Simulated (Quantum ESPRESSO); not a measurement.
# PbO2 (Fm-3m) in Quantum ESPRESSO: equation of state

Aim: energy against volume of PbO2 in PBE, for its equilibrium volume and stiffness.

All numbers are computed with Quantum ESPRESSO 7.5; they aren't measurements. Logs are shortened: lines on timing, memory, paths and dates and some standing lists are left out, and cuts for length are marked.

### Step 1. The crystal as given

Symmetry: Fm-3m, No. 225, cubic system. The conventional cell has a = 5.404 Å, b = 5.404 Å, c = 5.404 Å, α = 90.00°, β = 90.00°, γ = 90.00°. Pb (site symmetry m-3m) has 8 O at 2.34 Å as nearest neighbours. Around O (site symmetry -43m) lie 4 Pb at 2.34 Å.

The cell comes from a database or a generator and needn't be the stable form of this composition.

### Step 2. Single point, PBE, 12.36 Å³/atom

Input file pw.in:

```
&CONTROL
  calculation = 'scf'
  prefix = 'pwscf'
  outdir = './tmp'
  pseudo_dir = './pseudo'
  tprnfor = .true.
  tstress = .true.
  disk_io = 'nowf'
/
&SYSTEM
  ibrav = 0
  nat = 3
  ntyp = 2
  ecutwfc = 55
  ecutrho = 440
  nbnd = 20
  occupations = 'smearing'
  smearing = 'fd'
  degauss = 0.00367493
/
&ELECTRONS
  conv_thr = 6d-10
  electron_maxstep = 120
  mixing_beta = 0.5
/
ATOMIC_SPECIES
Pb   207.2000 Pb.pbe-dn-kjpaw_psl.0.2.2.UPF
O     15.9990 O.pbe-n-kjpaw_psl.0.1.UPF
CELL_PARAMETERS angstrom
   0.0000000000    2.6468338291    2.6468338291
   2.6468338291    0.0000000000    2.6468338291
   2.6468338291    2.6468338291    0.0000000000
ATOMIC_POSITIONS crystal
Pb     0.0000000000    0.0000000000    0.0000000000
O      0.7500000000    0.7500000000    0.7500000000
O      0.2500000000    0.2500000000    0.2500000000
K_POINTS automatic
9 9 9 0 0 0
```

Potentials or basis: SSSP 1.3 efficiency PBE.

The run is started by

```
$ OMP_NUM_THREADS=1 pw.x -in pw.in > pw.out
```

pw.out:

```text
This program is part of the open-source Quantum ESPRESSO suite
     for quantum simulation of materials; please cite
         "P. Giannozzi et al., J. Phys.:Condens. Matter 21 395502 (2009);
         "P. Giannozzi et al., J. Phys.:Condens. Matter 29 465901 (2017);
         "P. Giannozzi et al., J. Chem. Phys. 152 154105 (2020);
     in publications or presentations arising from this work. More details at

     file Pb.pbe-dn-kjpaw_psl.0.2.2.UPF: wavefunction(s)  6S renormalized
     file O.pbe-n-kjpaw_psl.0.1.UPF: wavefunction(s)  2P renormalized
     Message from routine setup:
     using ibrav=0 with symmetry is DISCOURAGED, use correct ibrav instead

     Subspace diagonalization in iterative solution of the eigenvalue problem:
     a serial algorithm will be used

     G-vector sticks info
     --------------------
     sticks:   dense  smooth     PW     G-vecs:    dense   smooth      PW
     Sum        1519     757    241                39189    13803    2397

     Using Slab Decomposition

     bravais-lattice index     =            0
     lattice parameter (alat)  =       7.0736  a.u.
     unit-cell volume          =     250.2688 (a.u.)^3
     number of atoms/cell      =            3
     number of atomic types    =            2
     number of electrons       =        26.00
     number of Kohn-Sham states=           20
     kinetic-energy cutoff     =      55.0000  Ry
     charge density cutoff     =     440.0000  Ry
     scf convergence threshold =      6.0E-10
     mixing beta               =       0.5000
     number of iterations used =            8  plain     mixing
     Exchange-correlation= SLA  PW   PBX  PBC
                           (   1   4   3   4   0   0   0)

     celldm(1)=   7.073601  celldm(2)=   0.000000  celldm(3)=   0.000000
     celldm(4)=   0.000000  celldm(5)=   0.000000  celldm(6)=   0.000000

     crystal axes: (cart. coord. in units of alat)
               a(1) = (   0.000000   0.707107   0.707107 )
               a(2) = (   0.707107   0.000000   0.707107 )
               a(3) = (   0.707107   0.707107   0.000000 )

     reciprocal axes: (cart. coord. in units 2 pi/alat)
               b(1) = ( -0.707107  0.707107  0.707107 )
               b(2) = (  0.707107 -0.707107  0.707107 )
               b(3) = (  0.707107  0.707107 -0.707107 )

     PseudoPot. # 1 for Pb read from file:
     Pb.pbe-dn-kjpaw_psl.0.2.2.UPF
     Pseudo is Projector augmented-wave + core cor, Zval = 14.0
     Generated using "atomic" code by A. Dal Corso  v.5.0.99 svn rev. 10869
     Shape of augmentation charge: PSQ
     Using radial grid of 1281 points,  6 beta functions with:
                l(1) =   0
                l(2) =   0
                l(3) =   1
                l(4) =   1
                l(5) =   2
                l(6) =   2
     Q(r) pseudized with 0 coefficients

     PseudoPot. # 2 for O  read from file:
     O.pbe-n-kjpaw_psl.0.1.UPF
     Pseudo is Projector augmented-wave + core cor, Zval =  6.0
     Generated using "atomic" code by A. Dal Corso  v.5.0.99 svn rev. 10869
     Shape of augmentation charge: BESSEL
     Using radial grid of 1095 points,  4 beta functions with:
                l(1) =   0
                l(2) =   0
                l(3) =   1
                l(4) =   1
     Q(r) pseudized with 0 coefficients

     atomic species   valence    mass     pseudopotential
     Pb               14.00   207.20000     Pb( 1.00)
     O                 6.00    15.99900     O ( 1.00)

     48 Sym. Ops., with inversion, found

   Cartesian axes

     site n.     atom                  positions (alat units)
         1        Pb     tau(   1) = (   0.0000000   0.0000000   0.0000000  )
         2        O      tau(   2) = (   1.0606602   1.0606602   1.0606602  )
         3        O      tau(   3) = (   0.3535534   0.3535534   0.3535534  )

     number of k points=    35  Fermi-Dirac smearing, width (Ry)=  0.0037
                       cart. coord. in units 2pi/alat
        k(    1) = (   0.0000000   0.0000000   0.0000000), wk =   0.0027435
        k(    2) = (   0.0785674   0.0785674  -0.0785674), wk =   0.0219479
        k(    3) = (   0.1571348   0.1571348  -0.1571348), wk =   0.0219479
        k(    4) = (   0.2357023   0.2357023  -0.2357023), wk =   0.0219479
        k(    5) = (   0.3142697   0.3142697  -0.3142697), wk =   0.0219479
        k(    6) = (   0.1571348   0.0000000   0.0000000), wk =   0.0164609
[... 27 lines left out ...]
        k(   34) = (  -0.0000000  -0.4714045   0.6285394), wk =   0.0658436
        k(   35) = (  -0.0785674  -0.3928371   0.7071068), wk =   0.0658436

     Dense  grid:    39189 G-vectors     FFT dimensions: (  48,  48,  48)

     Smooth grid:    13803 G-vectors     FFT dimensions: (  36,  36,  36)

     Initial potential from superposition of free atoms

     starting charge      25.9976, renormalised to      26.0000
     Starting wfcs are   17 randomized atomic wfcs +    3 random wfcs
     Checking if some PAW data can be deallocated...

     Self-consistent Calculation

     iteration #  1     ecut=    55.00 Ry     beta= 0.50
     Davidson diagonalization with overlap
     ethr =  1.00E-02,  avg # of iterations =  7.0

     total energy              =    -953.40867010 Ry
     estimated scf accuracy    <       0.78552664 Ry
[... 12 lines left out ...]
     total energy              =    -953.73035264 Ry
     estimated scf accuracy    <       0.00789332 Ry

     iteration #  4     ecut=    55.00 Ry     beta= 0.50
     Davidson diagonalization with overlap
     c_bands:  1 eigenvalues not converged
     ethr =  3.04E-05,  avg # of iterations =  8.4

     total energy              =    -953.74050212 Ry
     estimated scf accuracy    <       0.00105672 Ry

     iteration #  5     ecut=    55.00 Ry     beta= 0.50
     Davidson diagonalization with overlap
     c_bands:  1 eigenvalues not converged
     ethr =  4.06E-06,  avg # of iterations =  6.6

     total energy              =    -953.74088291 Ry
     estimated scf accuracy    <       0.00039788 Ry

     iteration #  6     ecut=    55.00 Ry     beta= 0.50
     Davidson diagonalization with overlap
     ethr =  1.53E-06,  avg # of iterations =  2.6
[... 60 lines left out ...]
     iteration # 15     ecut=    55.00 Ry     beta= 0.50
     Davidson diagonalization with overlap
     ethr =  6.69E-11,  avg # of iterations =  2.0

     End of self-consistent calculation

          k = 0.0000 0.0000 0.0000 (  1759 PWs)   bands (ev):

    -8.0365  -4.8207  -4.8207  -4.8207  -4.8139  -4.5179  -4.5179   8.7124
     8.9104   8.9104   8.9104   9.6772   9.6772   9.6772  18.1666  18.1666
    18.1666  23.0709  26.9057  26.9057
[... 201 lines left out ...]
    -6.8689  -6.8052  -4.6149  -4.5160  -4.4954  -3.7222  -3.3338   2.6702
     5.9264   7.8744   8.5767  10.5229  10.9357  13.5711  19.3458  20.4141
    20.6824  22.4974  27.5101  29.0528

     the Fermi energy is    10.9895 ev

!    total energy              =    -953.74096962 Ry
     total all-electron energy =    -42064.963220 Ry
     estimated scf accuracy    <          4.3E-11 Ry
     smearing contrib. (-TS)   =      -0.00043131 Ry
     internal energy E=F+TS    =    -953.74053831 Ry

     The total energy is F=E-TS. E is the sum of the following terms:
     one-electron contribution =     -26.47377886 Ry
     hartree contribution      =      37.31080136 Ry
     xc contribution           =     -59.41973927 Ry
     ewald contribution        =    -157.60897233 Ry
     one-center paw contrib.   =    -747.54884921 Ry

     convergence has been achieved in  15 iterations

     Forces acting on atoms (cartesian axes, Ry/au):

     atom    1 type  1   force =    -0.00000000    0.00000000   -0.00000000
     atom    2 type  2   force =     0.00000000   -0.00000000   -0.00000000
     atom    3 type  2   force =     0.00000000    0.00000000    0.00000000

     Total force =     0.000000     Total SCF correction =     0.000000

     Computing stress (Cartesian axis) and pressure

          total   stress  (Ry/bohr**3)                   (kbar)     P=      111.95
   0.00076104   0.00000000   0.00000000          111.95        0.00        0.00
   0.00000000   0.00076104   0.00000000            0.00      111.95        0.00
   0.00000000   0.00000000   0.00076104            0.00        0.00      111.95

=------------------------------------------------------------------------------=
   JOB DONE.
=------------------------------------------------------------------------------=
```

It took 33 s on 1 thread of Intel Xeon Platinum 8559C (Emerald Rapids), shared host; peak memory 0.22 GiB.

Results:

```yaml
Free_energy: -12976.3070 eV
Pressure: 11.2 GPa
Band_gap_on_the_k_mesh: none (metal or under the smearing width)
```

### Step 3. Single point, PBE, 12.63 Å³/atom

Changes to pw.in since step 2:

```diff
@@ -29,5 +29,5 @@
 CELL_PARAMETERS angstrom
-   0.0000000000    2.6468338291    2.6468338291
-   2.6468338291    0.0000000000    2.6468338291
-   2.6468338291    2.6468338291    0.0000000000
+   0.0000000000    2.6654741181    2.6654741181
+   2.6654741181    0.0000000000    2.6654741181
+   2.6654741181    2.6654741181    0.0000000000
 ATOMIC_POSITIONS crystal
```

Potentials or basis: SSSP 1.3 efficiency PBE.

The run is started by

```
$ OMP_NUM_THREADS=1 pw.x -in pw.in > pw.out
```

Wall time 33 s (1 thread of Intel Xeon Platinum 8559C (Emerald Rapids), shared host); peak memory 0.22 GiB.

Results (log left out):

| Item | Value |
| --- | --- |
| Free energy | -12976.3545 eV |
| Pressure | 7.5 GPa |
| Band gap on the k mesh | none (metal or under the smearing width) |

### Step 4. Single point, PBE, 12.89 Å³/atom

Changes to pw.in since step 3:

```diff
@@ -29,5 +29,5 @@
 CELL_PARAMETERS angstrom
-   0.0000000000    2.6654741181    2.6654741181
-   2.6654741181    0.0000000000    2.6654741181
-   2.6654741181    2.6654741181    0.0000000000
+   0.0000000000    2.6838572791    2.6838572791
+   2.6838572791    0.0000000000    2.6838572791
+   2.6838572791    2.6838572791    0.0000000000
 ATOMIC_POSITIONS crystal
```

The run is started by

```
$ OMP_NUM_THREADS=1 pw.x -in pw.in > pw.out
```

Wall time 32 s (1 thread of Intel Xeon Platinum 8559C (Emerald Rapids), shared host); peak memory 0.22 GiB.

The run converged. Its results:

```
Free energy            : -12976.3846 eV
Pressure               : 4.1 GPa
Band gap on the k mesh : none (metal or under the smearing width)
```

### Step 5. Single point, PBE, 13.15 Å³/atom

Changes to pw.in since step 4:

```diff
@@ -29,5 +29,5 @@
 CELL_PARAMETERS angstrom
-   0.0000000000    2.6838572791    2.6838572791
-   2.6838572791    0.0000000000    2.6838572791
-   2.6838572791    2.6838572791    0.0000000000
+   0.0000000000    2.7019920000    2.7019920000
+   2.7019920000    0.0000000000    2.7019920000
+   2.7019920000    2.7019920000    0.0000000000
 ATOMIC_POSITIONS crystal
```

The run is started by

```
$ OMP_NUM_THREADS=1 pw.x -in pw.in > pw.out
```

Run time: 32 s. Hardware: 1 thread of Intel Xeon Platinum 8559C (Emerald Rapids), shared host; peak memory 0.23 GiB.

The run converged. Its results:

```
Free energy            : -12976.3992 eV
Pressure               : 1.2 GPa
Band gap on the k mesh : none (metal or under the smearing width)
```

### Step 6. Single point, PBE, 13.41 Å³/atom

Changes to pw.in since step 5:

```diff
@@ -29,5 +29,5 @@
 CELL_PARAMETERS angstrom
-   0.0000000000    2.7019920000    2.7019920000
-   2.7019920000    0.0000000000    2.7019920000
-   2.7019920000    2.7019920000    0.0000000000
+   0.0000000000    2.7198865082    2.7198865082
+   2.7198865082    0.0000000000    2.7198865082
+   2.7198865082    2.7198865082    0.0000000000
 ATOMIC_POSITIONS crystal
```

Potentials or basis: SSSP 1.3 efficiency PBE.

The run is started by

```
$ OMP_NUM_THREADS=1 pw.x -in pw.in > pw.out
```

Run time: 29 s. Hardware: 1 thread of Intel Xeon Platinum 8559C (Emerald Rapids), shared host; peak memory 0.23 GiB.

Results (log left out):

| Property | Result |
| --- | --- |
| Free energy | -12976.4001 eV |
| Pressure | -1.4 GPa |
| Band gap on the k mesh | none (metal or under the smearing width) |

### Step 7. Single point, PBE, 13.68 Å³/atom

Changes to pw.in since step 6:

```diff
@@ -29,5 +29,5 @@
 CELL_PARAMETERS angstrom
-   0.0000000000    2.7198865082    2.7198865082
-   2.7198865082    0.0000000000    2.7198865082
-   2.7198865082    2.7198865082    0.0000000000
+   0.0000000000    2.7375486038    2.7375486038
+   2.7375486038    0.0000000000    2.7375486038
+   2.7375486038    2.7375486038    0.0000000000
 ATOMIC_POSITIONS crystal
```

The run is started by

```
$ OMP_NUM_THREADS=1 pw.x -in pw.in > pw.out
```

It took 34 s on 1 thread of Intel Xeon Platinum 8559C (Emerald Rapids), shared host; peak memory 0.23 GiB.

The run converged. Its results:

| Item | Value |
| --- | --- |
| Free energy | -12976.3887 eV |
| Pressure | -3.8 GPa |
| Band gap on the k mesh | none (metal or under the smearing width) |

### Step 8. Single point, PBE, 13.94 Å³/atom

Changes to pw.in since step 7:

```diff
@@ -29,5 +29,5 @@
 CELL_PARAMETERS angstrom
-   0.0000000000    2.7375486038    2.7375486038
-   2.7375486038    0.0000000000    2.7375486038
-   2.7375486038    2.7375486038    0.0000000000
+   0.0000000000    2.7549856893    2.7549856893
+   2.7549856893    0.0000000000    2.7549856893
+   2.7549856893    2.7549856893    0.0000000000
 ATOMIC_POSITIONS crystal
```

The run is started by

```
$ OMP_NUM_THREADS=1 pw.x -in pw.in > pw.out
```

Wall time 40 s (1 thread of Intel Xeon Platinum 8559C (Emerald Rapids), shared host); peak memory 0.23 GiB.

It converged, with:

* Free energy: -12976.3664 eV
* Pressure: -5.8 GPa
* Band gap on the k mesh: none (metal or under the smearing width)

### Step 9. Equation of state, PBE

Potentials or basis: SSSP 1.3 efficiency PBE.

No new run: the results of the series are fitted here.

Results:

```
Equilibrium volume                      : 13.30 Å³/atom
Bulk modulus                            : 132 GPa
Pressure derivative of the bulk modulus : 5.0
```

Energy against volume, from the lowest point:
| volume (Å³/atom) | energy (meV/atom) |
| --- | --- |
| 12.362 | 31.04 |
| 12.625 | 15.19 |
| 12.888 | 5.15 |
| 13.151 | 0.28 |
| 13.414 | 0.00 |
| 13.677 | 3.80 |
| 13.940 | 11.22 |

The run has no spin-orbit coupling, so splittings on Pb are missing.
